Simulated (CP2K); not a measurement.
Runs of CP2K 2026.2 on KF (Carobbiite). It takes space group Fm-3m (No. 225, cubic). The conventional cell has a = 5.344 Å, b = 5.344 Å, c = 5.344 Å, α = 90.00°, β = 90.00°, γ = 90.00°. K (site symmetry m-3m) is surrounded by 6 F at 2.67 Å. F (site symmetry m-3m) has 6 K at 2.67 Å as nearest neighbours. 

```tsv
task	level	potentials or basis	smearing	EPS_DEFAULT	NGRIDS	points a segment of the path (NPOINTS)	bands added on the path	CUTOFF of the grids	gap on the mesh (eV)	pressure (GPa)	V0 of scaled cells (Å³/atom)	B0 (GPa)
band structure	LDA	GTH_POTENTIALS K GTH-PADE-q9, F GTH-PADE-q7; TZVP-MOLOPT-PBE-GTH basis	fermi-dirac 0.05 eV	1.0E-9	5	10	2	750 Ry	5.80	-3.6	-	-
equation of state	PBEsol	POTENTIAL_UZH K GTH-PBE-q9, F GTH-PBE-q7; TZVP-MOLOPT-PBE-GTH basis	fermi-dirac 0.05 eV	1.0E-10	4	-	-	750 Ry	-	-	18.82	(b)
band structure	PBEsol	POTENTIAL_UZH K GTH-PBE-q9, F GTH-PBE-q7; TZVP-MOLOPT-PBE-GTH basis	fermi-dirac 0.01 eV	1.0E-10	4	8	6	750 Ry	6.00	-0.4	-	-
band structure	TB-mBJ	POTENTIAL_UZH K GTH-PBE-q9, F GTH-PBE-q7; TZVP-MOLOPT-PBE-GTH basis	fermi-dirac 0.0259 eV	1.0E-10	4	10	4	1100 Ry	7.17	-	-	-
equation of state	PBE	POTENTIAL_UZH K GTH-PBE-q9, F GTH-PBE-q7; TZVP-MOLOPT-PBE-GTH basis	fermi-dirac 0.05 eV	1.0E-10	4	-	-	750 Ry	-	-	19.99	29
single point	PBE	POTENTIAL_UZH K GTH-PBE-q9, F GTH-PBE-q7; TZVP-MOLOPT-PBE-GTH basis	fermi-dirac 0.05 eV	1.0E-10	5	-	-	750 Ry	(a)	1.5	-	-
band structure	LDA	GTH_POTENTIALS K GTH-PADE-q9, F GTH-PADE-q7; TZVP-MOLOPT-PBE-GTH basis	fermi-dirac 0.0259 eV	1.0E-10	5	6	6	750 Ry	5.80	-3.6	-	-
band structure	PBEsol	POTENTIAL_UZH K GTH-PBE-q9, F GTH-PBE-q7; TZVP-MOLOPT-PBE-GTH basis	fermi-dirac 0.0259 eV	1.0E-9	4	10	4	750 Ry	6.00	-0.4	-	-
```

Alike in all rows: no spin polarisation; cell as given; k mesh 9 × 9 × 9.

Task: Fill in the values left out.

Result: (a) 6.17; (b) 33.

Caveats: the basis of atomic orbitals isn't converged, which shifts pressures, moduli and gaps; the potentials were made for another functional, which shifts forces and pressure (some runs); this is a model potential without an energy functional, so only levels have meaning (some runs); an odd mesh through Γ misses points on the zone boundary, where band edges often lie (some runs).

Not every run made on this cell is shown here.
